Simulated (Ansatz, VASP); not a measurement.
## WSe4: VASP beside Ansatz

```
W Se
1.0
    -3.33888    3.33888    3.33888
     3.33888   -3.33888    3.33888
     3.33888    3.33888   -3.33888
W Se
1 4
Direct
  0.00000 0.00000 0.00000
  0.00000 0.63058 0.00000
  0.36942 0.36942 0.36942
  0.00000 0.00000 0.63058
  0.63058 0.00000 0.00000
```

Change from the starting cell: species swapped into the GeF4 type (I-43m, No. 217).

Alike in both runs: task single point; functional PBE; k mesh 4 × 4 × 4; occupations gaussian, width 0.1 eV; no spin polarisation.

|  | VASP | Ansatz |
| --- | --- | --- |
| version | VASP 6.6.1 | Ansatz 0.2.0 |
| potentials or method | VASP PAW PBE potentials, release 64 (W_sv, Se) | scalar-relativistic, plane waves, PAW |
| plane-wave cutoff (eV) | 520 | 420 |
| valence electrons in the cell | 38 | 78 |

```csv
,VASP,Ansatz,Ansatz less VASP
gap on the k mesh at the Fermi level (eV),none,none,-
pressure (GPa),20.3,20.0,-0.24
rms of the force components (eV/Å),3.097,3.057,-0.0398
```

Atom by atom the forces differ by 0.040 eV/Å (rms over components). A gap of «none» marks a metal or a gap that the smearing closes. The two sets of potentials don't hold the same shells in valence.

Caveats: so large a pressure means that the cell lies far from this level's equilibrium, or that cutoff or potentials fall short (VASP); forces of over 1 eV/Å show positions far from the minimum, so gaps and moduli don't describe the material at rest. The runs have no spin-orbit coupling, so splittings on W are missing.
